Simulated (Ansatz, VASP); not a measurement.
WC: VASP beside Ansatz

```
W C
1.0
     2.90050    0.00000    0.00000
    -1.45025    2.51191    0.00000
     0.00000    0.00000    2.82900
W C
1 1
Direct
  0.00000 0.00000 0.00000
  0.66667 0.33333 0.50000
```

Alike in both runs: task single point; functional PBE; k mesh 18 × 18 × 16; occupations gaussian, width 0.15 eV; no spin polarisation.

|  | VASP | Ansatz |
| --- | --- | --- |
| version | VASP 6.6.1 | Ansatz 0.2.0 |
| potentials or method | VASP PAW PBE potentials, release 64 (W_sv, C) | scalar-relativistic, plane waves, PAW |
| plane-wave cutoff (eV) | 520 | 420 |
| valence electrons in the cell | 18 | 18 |

VASP gave:

| Property | Result |
| --- | --- |
| gap on the k mesh at the Fermi level (eV) | none |
| pressure (GPa) | 9.6 |
| largest component of the traceless stress (GPa) | 0.59 |

Q: What did Ansatz give for the same quantities?

A: gap on the k mesh at the Fermi level (eV): none; pressure (GPa): 8.5; largest component of the traceless stress (GPa): 0.38.

A gap of «none» marks a metal or a gap that the smearing closes.

Spin-orbit coupling is left out, which matters for the levels of W.
